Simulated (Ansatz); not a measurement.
## AlNi: an elastic run with k mesh 5×5×4

Method: Ansatz 0.2.0, DFT PBE, scalar-relativistic, plane waves, PAW.

Launched with:
```bash
ansatz run input.yaml --threads 1 --pin off --max-ram 3072MiB --backend cpu --events-out ev --progress --plain --runs-dir out
```

Input (bare energies are in eV):
```yaml
crystal:
  lattice:
    - [2.0460877257, -2.0460877257, 0.0]
    - [2.0460877257, 2.0460877257, 0.0]
    - [0.0, 0.0, 2.8954166639]
  atoms:
    - { symbol: Al, position: [0.0, 0.0, 0.0] }
    - { symbol: Ni, position: [0.5, 0.5, 0.5] }
basis:
  ecutwfc: 420
kpoints:
  mp_grid: { grid: [5, 5, 4] }
hamiltonian:
  xc: pbe
scf:
  occupations: { method: fermi_dirac, width: 0.15 }
output:
  forces: true
  stress: true
  eigenvalues: true
elastic:
  mode: relaxed_ion
  stencil: two_point
```

From the output:
```
--- Elastic constants: 4 strain directions × 2 members + reference (group order 16) ---
  dense FFT box of the reference and of every strained cell: 20×20×20
  strains applied: 11, 33, 23, 12; error gains: componentwise 1.00 (the most a stress slope's error grows in a printed constant), spectral 1.41 (1 for all six strains in a standard setting)
  C = ∂σ_k/∂η_j (tension-positive GPa; Voigt order 11 22 33 23 13 12):
       295.750     70.478    117.395     -0.000      0.000     -0.000
        70.478    295.750    117.395     -0.000      0.000      0.000
       114.755    114.755    242.518     -0.000      0.000     -0.000
         0.000     -0.000      0.000    120.081     -0.000      0.000
        -0.000      0.000      0.000     -0.000    120.081     -0.000
        -0.000     -0.000      0.000      0.000      0.000     31.680
  reference stress σ⁰ (GPa):     -1.143     -1.143      1.820     -0.000      0.000      0.000
  C* (energy form; C + prestress term) asymmetry max|C*_kj − C*_jk| = 3.227e-1 GPa — a small one proves nothing (zero by symmetry where the batch's group is 432, −43m or m−3m); a large one is finite-difference/SCF noise where every solve ...
  moduli (Voigt/Reuss/Hill, GPa): K = 159.92/159.89/159.90   G = 89.79/68.86/79.33   E = 204.21   ν = 0.287
  mechanically stable: yes (min eigenvalue of sym C = 31.68 GPa)
  strain η (Voigt 11):  stress-route row diagonal C_11 = 295.75 GPa, energy-path curvature d²(F+E_count+ΔE)/dδ²/Ω₀ = 294.94 GPa
         δ    σ_11 (GPa) F (eV) n_scf n_hpsi n_pw
    -2.000e-3      -1.7392       -6378.5809793       6    6789    482   relax 0 steps, max|allowed force component| 4.97e-29 eV/Å
     2.000e-3      -0.5562       -6378.5816803       6    6517    484   relax 0 steps, max|allowed force component| 2.89e-28 eV/Å
  strain η (Voigt 33):  stress-route row diagonal C_33 = 242.52 GPa, energy-path curvature d²(F+E_count+ΔE)/dδ²/Ω₀ = 242.31 GPa
         δ    σ_33 (GPa) F (eV) n_scf n_hpsi n_pw
    -2.000e-3       1.3291       -6378.5819011       6    4578    482   relax 0 steps, max|allowed force component| 4.50e-29 eV/Å
     2.000e-3       2.2991       -6378.5807986       7    4262    482   relax 0 steps, max|allowed force component| 1.97e-29 eV/Å
  strain η (Voigt 23):  stress-route row diagonal C_44 = 120.08 GPa, energy-path curvature d²(F+E_count+ΔE)/dδ²/Ω₀ = 119.80 GPa
         δ    σ_23 (GPa) F (eV) n_scf n_hpsi n_pw
    -2.000e-3      -0.2402       -6378.5813830       6    8395    482   relax 0 steps, max|allowed force component| 0.00e0 eV/Å
     2.000e-3       0.2402       -6378.5813830       8    8392    482   relax 0 steps, max|allowed force component| 0.00e0 eV/Å
  strain η (Voigt 12):  stress-route row diagonal C_66 = 31.68 GPa, energy-path curvature d²(F+E_count+ΔE)/dδ²/Ω₀ = 31.91 GPa
         δ    σ_12 (GPa) F (eV) n_scf n_hpsi n_pw
    -2.000e-3      -0.0634       -6378.5814061       6    6729    484   relax 0 steps, max|allowed force component| 5.13e-29 eV/Å
     2.000e-3       0.0634       -6378.5814061       6    6215    484   relax 0 steps, max|allowed force component| 2.60e-29 eV/Å
```

Time: 5.8 s on 1 thread of Intel(R) Xeon(R) Platinum 8375C CPU @ 2.90GHz (Ice Lake) (shared host), peak memory 0.34 GiB.

Beside the reference run (Settings: 420 eV plane-wave cutoff, Γ-centred 16×16×14 mesh, Fermi-Dirac smearing of 0.15 eV. No spin polarisation.), the elastic coefficients (GPa; two-point stencil, strain 0.002 and ions relaxed unless stated):
| setting | C11 | C12 | C44 | C33 | C13 | C66 |
| --- | --- | --- | --- | --- | --- | --- |
| reference run | 286.9 | 52.2 | 117.3 | 204.2 | 135.9 | 33.1 |
| k mesh 5×5×4 | 295.8 | 70.5 | 120.1 | 242.5 | 117.4 | 31.7 |

In a metal, frequencies and elastic constants depend on the k mesh and the smearing, soft modes and shear constants most. Spin polarisation was left out, and a magnetic state may lie lower.